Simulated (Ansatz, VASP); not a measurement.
# Pt: VASP beside Ansatz

```
Pt
1.0
     2.77136    0.00000    0.00000
    -1.38568    2.40006    0.00000
     0.00000    0.00000    4.79660
Pt
2
Direct
  0.33333 0.66667 0.25000
  0.66667 0.33333 0.75000
```

Alike in both runs: functional PBE; k mesh 16 × 16 × 9; occupations fermi-dirac, width 0.05 eV; no spin polarisation.

Ansatz relaxed the structure, and its values are those at the end. VASP's run is a single point on that final structure, the one shown.

|  | VASP | Ansatz |
| --- | --- | --- |
| version | VASP 6.6.1 | Ansatz 0.2.0 |
| potentials or method | VASP PAW PBE potentials, release 64 (Pt) | PAW with Ansatz's default frozen-core files, scalar-relativistic |
| plane-wave cutoff (eV) | 520 | 420 |
| valence electrons in the cell | 20 | 36 |

```csv
,VASP,Ansatz,Ansatz less VASP
pressure (GPa),-3.3,-2.9,+0.45
```

The two sets of potentials don't hold the same shells in valence.

Spin-orbit coupling is left out, which matters for the levels of Pt.
